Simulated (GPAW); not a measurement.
# AlN (P6_3mc) in GPAW: further runs

One crystal, AlN, is run at these levels: rSCAN, C09-vdW, GLLB-SC; tasks: band structure.

Program: GPAW 26.7.0. These are calculated values, not measurements. Logs are shortened: lines on timing, memory, paths and dates and some standing lists are left out, and cuts for length are marked. The log counts tension as positive stress, the text compression.

**Measured values to compare with.**

From “Structural and optical properties of self-assembled AlN nanowires grown on SiO2/Si substrates by molecular beam epitaxy”, 2024, arxiv:2402.00216, for a bulk crystal of AlN at 0 K: band gap 6.0343 eV (an exciton energy, a little under the gap).

From “Self-assembly of well-separated AlN nanowires directly on sputtered metallic TiN films”, 2019, arxiv:1910.07391, for a bulk crystal of AlN at 10 K: band gap 6.034 eV (an exciton energy, a little under the gap).

How close the calculation comes is told below.

### 1 The crystal as given

It takes space group P6_3mc (No. 186, hexagonal). Conventional cell: a = 3.113 Å, b = 3.113 Å, c = 4.981 Å, α = 90.00°, β = 90.00°, γ = 120.00°. Around Al (site symmetry 3m) lie 4 N at 1.89 Å. N (site symmetry 3m) has 4 Al at 1.89 Å as nearest neighbours.

### 2 Band structure, rSCAN

Input file run.py:

```python
from ase.dft.bandgap import bandgap
from ase.io import read, write
from ase.units import GPa
from gpaw import GPAW, PW

atoms = read('AlN.cif')

calc = GPAW(mode=PW(800),
            xc='MGGA_X_RSCAN+MGGA_C_RSCAN',
            kpts={'size': (7, 7, 4), 'gamma': True},
            occupations={'name': 'fermi-dirac', 'width': 0.05},
            nbands=18,
            convergence={'density': 1e-05, 'energy': 1e-05},
            maxiter=150,
            txt='gpaw.txt')
atoms.calc = calc
energy = atoms.get_potential_energy()
forces = atoms.get_forces()
stress = atoms.get_stress()
calc.write('gs.gpw')
write('result.traj', atoms)
print(f'Energy: {energy:.6f} eV')
print('Forces (eV/A):')
print(forces.round(4))
print('Stress (GPa):', (stress / GPa).round(3))
print('Fermi level:', round(calc.get_fermi_level(), 4), 'eV')
print(f'Gap: {bandgap(calc)[0]:.4f} eV, direct: {bandgap(calc, direct=True)[0]:.4f} eV')

path = atoms.cell.bandpath('GMKGALHA,LM,KH', npoints=80, eps=1e-4)
bs_calc = calc.fixed_density(kpts=path, symmetry='off', nbands=29,
                             convergence={'bands': 'CBM+6.0', 'eigenstates': 1e-6}, txt='bands.txt')
bs = bs_calc.band_structure()
bs.write('bs.json')
print(f'Gap on the path: {bandgap(bs_calc)[0]:.4f} eV')
```

Input file AlN.cif:

```cif
data_AlN
_cell_length_a 3.11300000
_cell_length_b 3.11300000
_cell_length_c 4.98100000
_cell_angle_alpha 90.00000000
_cell_angle_beta 90.00000000
_cell_angle_gamma 120.00000000
_space_group_name_H-M_alt 'P1'
_space_group_name_Hall 'P 1'
_space_group_IT_number 1
loop_
_space_group_symop_operation_xyz
'x,y,z'
loop_
_atom_site_label
_atom_site_type_symbol
_atom_site_symmetry_multiplicity
_atom_site_Wyckoff_symbol
_atom_site_fract_x
_atom_site_fract_y
_atom_site_fract_z
_atom_site_occupancy
Al1 Al 1 a 0.6666666667 0.3333333333 0.5000000000 1
Al2 Al 1 a 0.3333333333 0.6666666667 0.0000000000 1
N1 N 1 a 0.6666666667 0.3333333333 0.8800000000 1
N2 N 1 a 0.3333333333 0.6666666667 0.3800000000 1
```

Potentials or basis: GPAW PAW data sets (gpaw-data 1.2.1), pw.

On the command line:

```bash
> OMP_NUM_THREADS=1 python run.py
```

gpaw.txt:

```text
__  _  _
 | _ |_)|_||  |
 |__||  | ||/\| - 26.7.0

Input parameters:
  mode=PW(ecut=800.0),
  convergence={'density': 1e-05, 'energy': 1e-05},
  kpts=MonkhorstPack(size=(7, 7, 4), gamma=True),
  maxiter=150,
  nbands=18,
  occupations=Occupations(name='fermi-dirac', width=0.05),
  xc=XC(name='MGGA_X_RSCAN+MGGA_C_RSCAN')

Diagonalizing LCAO Hamiltonian
Converting LCAO to pw mode

           N

           Al
        N

        Al

Atoms  # Å, Bohr magnetons
|   | symbol |         x |        y |        z |    initial magnetic moments |
|---|--------|-----------|----------|----------|-----------------------------|
| 0 |     Al |  1.556500 | 0.898646 | 2.490500 | ( 0.0000,  0.0000,  0.0000) |
| 1 |     Al | -0.000000 | 1.797291 | 0.000000 | ( 0.0000,  0.0000,  0.0000) |
| 2 |      N |  1.556500 | 0.898646 | 4.383280 | ( 0.0000,  0.0000,  0.0000) |
| 3 |      N | -0.000000 | 1.797291 | 1.892780 | ( 0.0000,  0.0000,  0.0000) |

Unit cell  # Å
| periodic |         x |        y |        z |  lengths |     angles |
|----------|-----------|----------|----------|----------|------------|
|      yes |  3.113000 | 0.000000 | 0.000000 | 3.113000 |  90.000000 |
|      yes | -1.556500 | 2.695937 | 0.000000 | 3.113000 |  90.000000 |
|      yes |  0.000000 | 0.000000 | 4.981000 | 4.981000 | 120.000000 |

Number of symmetries: 6
Symmetry operations  # r_c * U_cc + t_c -> r_c
|   | kind |            matrix            |
|---|------|------------------------------|
| 0 |  σ   |  1, 1, 0,  0,-1, 0,  0, 0, 1 |
| 1 |  E   |  1, 0, 0,  0, 1, 0,  0, 0, 1 |
| 2 |  C3  |  0, 1, 0, -1,-1, 0,  0, 0, 1 |
| 3 |  σ   |  0,-1, 0, -1, 0, 0,  0, 0, 1 |
| 4 |  σ   | -1, 0, 0,  1, 1, 0,  0, 0, 1 |
| 5 |  C3  | -1,-1, 0,  1, 0, 0,  0, 0, 1 |

BZ-sampling:
  Number of BZ points: 196
  Number of IBZ points: 28

  Monkhorst-Pack size: [7, 7, 4]
  Monkhorst-Pack shift: [0.0, 0.0, 0.125]

K-points  # in reciprocal-cell coordinates
|     |                                coordinates |     weight |
|-----|--------------------------------------------|------------|
|   0 | (  0.00000000,   0.00000000,   0.00000000) | 0.00510204 |
|   1 | (  0.00000000,   0.00000000,   0.25000000) | 0.01020408 |
|   2 | (  0.00000000,   0.00000000,   0.50000000) | 0.00510204 |
|   3 | (  0.14285714,   0.00000000,  -0.25000000) | 0.03061224 |
|   4 | (  0.14285714,   0.00000000,   0.00000000) | 0.03061224 |
|   5 | (  0.14285714,   0.00000000,   0.25000000) | 0.03061224 |
|   6 | (  0.14285714,   0.00000000,   0.50000000) | 0.03061224 |
|   7 | (  0.28571429,  -0.14285714,   0.00000000) | 0.03061224 |
|   8 | (  0.28571429,  -0.14285714,   0.25000000) | 0.06122449 |
|   9 | (  0.28571429,  -0.14285714,   0.50000000) | 0.03061224 |
| ... |                                            |            |
|  27 | (  0.42857143,   0.42857143,   0.50000000) | 0.03061224 |

Plane wave coefficients: 2177
Cutoff: 800.0 eV

Spin-components: 1 (collinear spins)
Bands:           18
Projectors:      20
Spin-degeneracy: 2
Datatype:        complex128

Parallelization:
  kpt:    1
  domain: 1
  band:   1

Density:
  Valence electrons: 16.0
  Components: 1
  Grid points: [21 21 35]
  Charge: 0.0  # |e|

Potential:
  Grid points: [21 21 35]

species:
  Al:
    name:    Aluminium
    Z:       13.0
    valence: 3
    core:    10
    charge:  0.0  # [|e|]
    compensation charges:
      type: gauss
      rc: 0.34  # [Å]
      lmax: 2
    cutoffs:
      filter: 1.91  # [Å]
      core: 2.36  # [Å]
    projectors
    | kind |    occ | energy [eV] | rcut [Å] |
    |------|--------|-------------|----------|
    |   3s |  2.000 |      -7.753 |    1.085 |
    |   3p |  1.000 |      -2.712 |    1.085 |
    |    s |        |      19.459 |    1.085 |
    |    p |        |      24.499 |    1.085 |
    |    d |        |       0.000 |    1.085 |

    Using partial waves for Al as LCAO basis

  N:
    name:    Nitrogen
    Z:       7.0
    valence: 5
    core:    2
    charge:  0.0  # [|e|]
    compensation charges:
      type: gauss
      rc: 0.18  # [Å]
      lmax: 2
    cutoffs:
      filter: 1.11  # [Å]
      core: 0.96  # [Å]
    projectors
    | kind |    occ | energy [eV] | rcut [Å] |
    |------|--------|-------------|----------|
    |   2s |  2.000 |     -18.583 |    0.603 |
    |   2p |  3.000 |      -7.089 |    0.529 |
    |    s |        |       8.629 |    0.603 |
    |    p |        |      20.123 |    0.529 |
    |    d |        |       0.000 |    0.577 |

    Using partial waves for N as LCAO basis

Reference energy: -16170.289538  # eV

eigensolver:
  PPCG
  Converge bands: occupied
  niter=2

density mixing:
  MSR1-Mixer
  Pratt-step length: 0.05
  Maximum mixing coefficient: 0.75
  Old densities: 10
  SVD Regularization: 0.005
  Good broyden scale: 1.0
  Trust region scale: 1.0
  Backstep threshold: 4.0
  History deletion threshold: 6.0
  Fourier metric: weight=20.0, sigma=0.015

occupation numbers:
  Fermi-Dirac:
    width: 0.0500  # eV

poisson solver:
  ecut: 6400.0  # eV

xc functional:
  name: MGGA_X_RSCAN+MGGA_C_RSCAN with 2 nearest neighbor stencil

convergence criteria:
- Maximum integral of absolute [dens]ity change: 1e-05 electrons / valence electron
- Maximum [total energy] change in last 3 cyles: 1e-05 eV / valence electron
- Maximum integral of absolute [eigenst]ate change: 4e-08 eV^2 / valence electron
maximum number of iterations: 150

SCF iterations
|iter     | |      energy | eigst |  dens |
|---------|-|-------------|-------|-------|
|iter:   1| |  -53.669006 | -0.29 |       |
|iter:   2| |  -44.958583 | -1.36 | -0.55 |
|iter:   3| |  -42.356396 | -0.69 | -0.60 |
|iter:   4| |  -42.512094 | -2.23 | -1.18 |
|iter:   5| |  -42.538245 | -3.01 | -1.50 |
|iter:   6| |  -42.538419 | -4.90 | -2.74 |
|iter:   7| |  -42.538466 | -5.85 | -3.11 |
|iter:   8| |  -42.538466c| -7.50c| -4.13 |
|iter:   9| |  -42.538466c| -7.75c| -4.67 |
|iter:  10| |  -42.538466c| -8.17c| -5.05c|

Converged in 10 steps
Energy contributions relative to reference atoms: (reference = -16170.289538)

Energy contributions:
  Kinetic:          28.870085
  Coulomb:         -23.849703
  Zero:              0.089758
  External:          0.000000
  Xc:              -47.648606
  Entropy:          -0.000000
  Spinorbit:         0.000000
  ----------------------------
  Free energy:     -42.538466
  Extrapolated:    -42.538466

dipole moment: (-0.000002, -0.000000, -6.883357)  # |e|*Ang

Fermi level: 6.779
Eigenvalues  # (at kpt = [0.000, 0.000, 0.000])
| band index |      eig [eV] | occ [0-2] |
|------------|---------------|-----------|
|          0 |       -10.105 |     2.000 |
|          1 |        -7.984 |     2.000 |
|          2 |        -0.226 |     2.000 |
|          3 |         4.948 |     2.000 |
|          4 |         4.949 |     2.000 |
|          5 |         5.621 |     2.000 |
[... 8 lines left out ...]
|         14 |        19.912 |     0.000 |
|         15 |        19.912 |     0.000 |
|        ... |               |           |
|         17 |        21.789 |     0.000 |

Gap: 4.929 eV
Transition (v -> c):
  (s=0, k=0, n=7, [0.00, 0.00, 0.00]) -> (s=0, k=0, n=8, [0.00, 0.00, 0.00])
No difference between direct/indirect transitions

Forces  # eV/Ang
|        x |        y |        z |
|----------|----------|----------|
|  0.00000 |  0.00000 | -0.12286 |  # Al   0
| -0.00000 |  0.00000 | -0.12360 |  # Al   1
| -0.00000 |  0.00000 |  0.12976 |  # N    2
|  0.00000 | -0.00000 |  0.12890 |  # N    3

Stress tensor  # eV/Ang^3
|        x |        y |        z |
|----------|----------|----------|
| 0.012086 | 0.000000 | 0.000000 |
| 0.000000 | 0.012086 | 0.000000 |
| 0.000000 | 0.000000 | 0.001049 |

# Writing to gs.gpw (mode='')
```

stdout:

```text
Energy: -42.538466 eV
Forces (eV/A):
[[ 0.      0.     -0.1229]
 [-0.      0.     -0.1236]
 [-0.      0.      0.1298]
 [ 0.     -0.      0.1289]]
Stress (GPa): [1.936 1.936 0.168 0.    0.    0.   ]
Fermi level: 6.7791 eV
Gap: 4.9295 eV, direct: 4.9295 eV
Gap on the path: 4.9295 eV
```

Wall time 1.7 min (1 thread of AMD EPYC 9R14 (Zen 4), shared host); peak memory 0.36 GiB.

Results:

* Free energy: -42.5385 eV
* Pressure: -1.3 GPa
* Largest force: 0.130 eV/Å
* Band gap on the k mesh: 4.93 eV, direct
* Band gap along the path: 4.93 eV, direct

Forces on the atoms (eV/Å):
```
Al   0.000  0.000 -0.123
Al   0.000  0.000 -0.124
N    0.000  0.000  0.130
N    0.000  0.000  0.129
```

Stress tensor (GPa, compression positive):
```
-1.94  0.00  0.00
 0.00 -1.94  0.00
 0.00  0.00 -0.17
```

Levels at the corners of the path, in eV from the valence-band top:
```csv
point,band 5,band 6,band 7,band 8,band 9,band 10,band 11,band 12
Γ,-0.86,-0.19,-0.19,0.00,4.93,7.49,11.60,12.02
M,-3.38,-2.12,-1.76,-0.68,6.49,6.56,9.04,11.26
K,-3.77,-2.47,-2.40,-2.40,5.73,9.17,10.59,10.59
Γ,-0.86,-0.19,-0.19,0.00,4.93,7.49,11.60,12.02
A,-0.54,-0.54,-0.54,-0.54,7.23,7.23,11.31,11.31
L,-1.48,-1.48,-1.38,-1.38,6.02,6.02,10.15,10.15
H,-3.87,-3.87,-0.80,-0.80,8.18,8.18,8.67,8.67
A,-0.54,-0.54,-0.54,-0.54,7.23,7.23,11.31,11.31
L,-1.48,-1.48,-1.38,-1.38,6.02,6.02,10.15,10.15
M,-3.38,-2.12,-1.76,-0.68,6.49,6.56,9.04,11.26
K,-3.77,-2.47,-2.40,-2.40,5.73,9.17,10.59,10.59
H,-3.87,-3.87,-0.80,-0.80,8.18,8.18,8.67,8.67
```

Caveat: the PAW data sets were made with another functional, which shifts forces and pressure a little.

### 3 Band structure, C09-vdW

Changes to run.py since step 2:

```diff
@@ -2,9 +2,8 @@
 from ase.io import read, write
-from ase.units import GPa
 from gpaw import GPAW, PW
 
-atoms = read('AlN.cif')
+atoms = read('AlN.xyz')
 
 calc = GPAW(mode=PW(800),
-            xc='MGGA_X_RSCAN+MGGA_C_RSCAN',
+            xc={'name': 'C09-vdW', 'backend': 'libvdwxc'},
             kpts={'size': (7, 7, 4), 'gamma': True},
@@ -18,3 +17,2 @@
 forces = atoms.get_forces()
-stress = atoms.get_stress()
 calc.write('gs.gpw')
@@ -24,3 +22,2 @@
 print(forces.round(4))
-print('Stress (GPa):', (stress / GPa).round(3))
 print('Fermi level:', round(calc.get_fermi_level(), 4), 'eV')
@@ -28,3 +25,3 @@
 
-path = atoms.cell.bandpath('GMKGALHA,LM,KH', npoints=80, eps=1e-4)
+path = atoms.cell.bandpath('GMKGALHA,LM,KH', npoints=60, eps=1e-4)
 bs_calc = calc.fixed_density(kpts=path, symmetry='off', nbands=29,
```

Input file AlN.xyz:

```xyz
4
Lattice="3.1130000000 0.0000000000 0.0000000000 -1.5565000000 2.6959370820 0.0000000000 0.0000000000 0.0000000000 4.9810000000" Properties=species:S:1:pos:R:3 pbc="T T T"
Al     1.5565000002      0.8986456939      2.4905000000
Al    -0.0000000002      1.7972913881      0.0000000000
N      1.5565000002      0.8986456939      4.3832800000
N     -0.0000000002      1.7972913881      1.8927800000
```

Potentials or basis: GPAW PAW data sets (gpaw-data 1.2.1), pw.

On the command line:

```bash
> OMP_NUM_THREADS=1 python run.py
```

Run time: 32 s. Hardware: 1 thread of AMD EPYC 9R14 (Zen 4), shared host; peak memory 0.32 GiB.

The run converged. Its results:

| Quantity | Value |
| --- | --- |
| Free energy | -11.4884 eV |
| Largest force | 0.134 eV/Å |
| Band gap on the k mesh | 4.28 eV, direct |
| Band gap along the path | 4.28 eV, direct |

Forces on the atoms (eV/Å):
```
Al   0.000  0.000 -0.134
Al   0.000  0.000 -0.134
N    0.000  0.000  0.134
N    0.000  0.000  0.134
```

Levels at the corners of the path, in eV from the valence-band top:
| point | band 4 | band 5 | band 6 | band 7 | band 8 | band 9 | band 10 | band 11 | band 12 |
| --- | --- | --- | --- | --- | --- | --- | --- | --- | --- |
| Γ | -0.83 | -0.83 | -0.18 | -0.18 | 0.00 | 4.28 | 6.70 | 10.58 | 11.13 |
| M | -4.13 | -3.33 | -2.07 | -1.78 | -0.66 | 5.77 | 5.80 | 8.22 | 10.28 |
| K | -3.74 | -3.74 | -2.43 | -2.38 | -2.38 | 4.99 | 8.32 | 9.69 | 9.69 |
| Γ | -0.83 | -0.83 | -0.18 | -0.18 | 0.00 | 4.28 | 6.70 | 10.58 | 11.13 |
| A | -3.31 | -0.51 | -0.51 | -0.51 | -0.51 | 6.50 | 6.50 | 10.34 | 10.34 |
| L | -5.58 | -1.44 | -1.44 | -1.35 | -1.35 | 5.30 | 5.30 | 9.28 | 9.28 |
| H | -4.81 | -3.86 | -3.86 | -0.78 | -0.78 | 7.38 | 7.38 | 7.87 | 7.87 |
| A | -3.31 | -0.51 | -0.51 | -0.51 | -0.51 | 6.50 | 6.50 | 10.34 | 10.34 |
| L | -5.58 | -1.44 | -1.44 | -1.35 | -1.35 | 5.30 | 5.30 | 9.28 | 9.28 |
| M | -4.13 | -3.33 | -2.07 | -1.78 | -0.66 | 5.77 | 5.80 | 8.22 | 10.28 |
| K | -3.74 | -3.74 | -2.43 | -2.38 | -2.38 | 4.99 | 8.32 | 9.69 | 9.69 |
| H | -4.81 | -3.86 | -3.86 | -0.78 | -0.78 | 7.38 | 7.38 | 7.87 | 7.87 |

Caveat: the PAW data sets were made with another functional, which shifts forces and pressure a little.

### 4 Band structure, GLLB-SC

Input file run.py:

```python
from ase.dft.bandgap import bandgap
from ase.io import write
from ase.spacegroup import crystal
from gpaw import GPAW, PW

# Al 2b
# N 2b
atoms = crystal(['Al', 'N'],
                basis=[[0.6666666667, 0.3333333333, 0.5],
                       [0.6666666667, 0.3333333333, 0.88]],
                spacegroup=186, setting=1,  # P6_3mc
                cellpar=[3.113, 3.113, 4.981, 90.0, 90.0, 120.0],
                primitive_cell=True)

calc = GPAW(mode=PW(800),
            xc='GLLBSC',
            kpts={'size': (7, 7, 4), 'gamma': True},
            occupations={'name': 'fermi-dirac', 'width': 0.05},
            nbands=18,
            convergence={'density': 1e-05, 'energy': 1e-05},
            maxiter=150,
            txt='gpaw.txt')
atoms.calc = calc
energy = atoms.get_potential_energy()
calc.write('gs.gpw')
write('result.traj', atoms)
print('Fermi level:', round(calc.get_fermi_level(), 4), 'eV')
print(f'Gap: {bandgap(calc)[0]:.4f} eV, direct: {bandgap(calc, direct=True)[0]:.4f} eV')

path = atoms.cell.bandpath('GMKGALHA,LM,KH', npoints=80, eps=1e-4)
bs_calc = calc.fixed_density(kpts=path, symmetry='off', nbands=29,
                             convergence={'bands': 'CBM+6.0', 'eigenstates': 1e-6}, txt='bands.txt')
bs = bs_calc.band_structure()
bs.write('bs.json')
print(f'Gap on the path: {bandgap(bs_calc)[0]:.4f} eV')

homo, lumo = bs_calc.get_homo_lumo()
response = calc.hamiltonian.xc.response
dxc_pot = response.calculate_discontinuity_potential(homo, lumo)
ks_gap, dxc = bs_calc.hamiltonian.xc.response.calculate_discontinuity(dxc_pot)
print(f'Kohn-Sham gap {ks_gap:.4f} eV, discontinuity {dxc:.4f} eV, gap {ks_gap + dxc:.4f} eV')
```

Potentials or basis: the program's PAW data sets (release 1.2.1) made for this functional, pw.

On the command line:

```bash
> OMP_NUM_THREADS=1 python run.py
```

Wall time 54 s (1 thread of Intel Xeon Platinum 8488C (Sapphire Rapids), shared host); peak memory 0.33 GiB.

The run converged. Its results:

```
Band gap on the k mesh with the derivative discontinuity : 6.55 eV
Band gap of the Kohn-Sham levels                         : 4.67 eV
Derivative discontinuity                                 : 1.88 eV
```

Levels at the corners of the path, in eV from the valence-band top:
```csv
point,band 6,band 7,band 8,band 9,band 10,band 11
Γ,-0.16,-0.16,0.00,4.67,7.57,11.20
M,-1.92,-1.58,-0.61,6.61,6.78,8.93
K,-2.25,-2.17,-2.17,5.99,8.99,10.38
Γ,-0.16,-0.16,0.00,4.67,7.57,11.20
A,-0.48,-0.48,-0.48,6.98,6.98,11.31
L,-1.33,-1.26,-1.26,6.15,6.15,10.30
H,-3.54,-0.73,-0.73,8.15,8.15,8.75
A,-0.48,-0.48,-0.48,6.98,6.98,11.31
L,-1.33,-1.26,-1.26,6.15,6.15,10.30
M,-1.92,-1.58,-0.61,6.61,6.78,8.93
K,-2.25,-2.17,-2.17,5.99,8.99,10.38
H,-3.54,-0.73,-0.73,8.15,8.15,8.75
```

Caveat: the GLLB-SC gap is the Kohn-Sham gap of the path plus the derivative discontinuity; a model potential gives levels but no total energy.

### 5 Overview

```tsv
level	potentials or basis	band points	gap on the mesh (eV)	largest force (eV/Å)
rSCAN	GPAW PAW data sets (gpaw-data 1.2.1), pw	80	4.93	0.13
C09-vdW	GPAW PAW data sets (gpaw-data 1.2.1), pw	60	4.28	0.13
GLLB-SC	the program's PAW data sets (release 1.2.1) made for this functional, pw	80	6.55	-
```

Alike in all rows: task band structure; no spin polarisation; cell as given; k mesh 7 × 7 × 4; cutoff (eV) 800; smearing fermi-dirac 0.05 eV.

Caveats: the PAW data sets were made with another functional, which shifts forces and pressure a little (some runs); the GLLB-SC gap is the Kohn-Sham gap of the path plus the derivative discontinuity (some runs); a model potential gives levels but no total energy (some runs).

Absolute energies hang on the potentials; compare differences alone.

### 6 Against experiment

Step 2. A measured gap of AlN is 6.0343 eV (an exciton energy, a little under the gap; 0 K; quoted in “Structural and optical properties of self-assembled AlN nanowires grown on SiO2/Si substrates by molecular beam epitaxy”, 2024, arxiv:2402.00216); the calculated 4.93 eV misses it by -1.10 eV. 2 values of this kind are on record (6.034 to 6.0343 eV); this one was drawn at random. The value is that of rSCAN, without temperature or zero-point motion.

Step 3. A measured gap of AlN is 6.0343 eV (an exciton energy, a little under the gap; 0 K; quoted in “Structural and optical properties of self-assembled AlN nanowires grown on SiO2/Si substrates by molecular beam epitaxy”, 2024, arxiv:2402.00216); the calculated 4.28 eV misses it by -1.75 eV. 2 values of this kind are on record (6.034 to 6.0343 eV); this one was drawn at random. The value is that of C09-vdW, without temperature or zero-point motion.

Step 4. Measured gap of AlN: 6.034 eV (an exciton energy, a little under the gap; 10 K; quoted in “Self-assembly of well-separated AlN nanowires directly on sputtered metallic TiN films”, 2019, arxiv:1910.07391). This calculation gives 6.55 eV (+0.51 eV). 2 values of this kind are on record (6.034 to 6.0343 eV); this one was drawn at random. The value is that of GLLB-SC, without temperature or zero-point motion.
